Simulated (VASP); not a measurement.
SnSe:

```
CELL_PARAMETERS angstrom
0.00000 3.01043 3.01043
3.01043 0.00000 3.01043
3.01043 3.01043 0.00000
ATOMIC_POSITIONS crystal
Sn 0.00000 0.00000 0.00000
Se 0.50000 0.50000 0.50000
```

Measurements of this composition are mostly on another form, of space group No. 62.

```yaml
Program: VASP 6.6.1
Task: relaxation of cell and atoms
Functional: RPBE
Potentials_or_basis: VASP PAW PBE potentials, release 64 (Sn_d, Se)
Cutoff: 600 eV
k_mesh: 10 × 10 × 10
Occupations: gaussian, width 0.1 eV
Spin: no spin polarisation
```

At the start: pressure 2.7 GPa; volume 27.28 Å³/atom.

Task: How do energy, volume and symmetry change on relaxing?

Result: Over 3 steps the energy falls by 12.1 meV/atom and the volume is 28.80 Å³/atom (+5.6 %); space group Fm-3m (No. 225, to 0.05 Å).

The path:
```csv
step,energy change (eV),largest force (eV/Å),pressure (GPa),volume (Å³)
1,0.0000,0.0000,2.67,54.57
2,-0.0232,0.0000,-0.47,58.24
3,-0.0242,0.0000,0.01,57.60
```

Final structure:
```
CELL_PARAMETERS angstrom
0.00000 3.06524 3.06524
3.06524 0.00000 3.06524
3.06524 3.06524 0.00000
ATOMIC_POSITIONS crystal
Sn 0.00000 0.00000 0.00000
Se 0.50000 0.50000 0.50000
```

Caveat: the PAW data sets were made with another functional, which shifts forces and pressure a little.
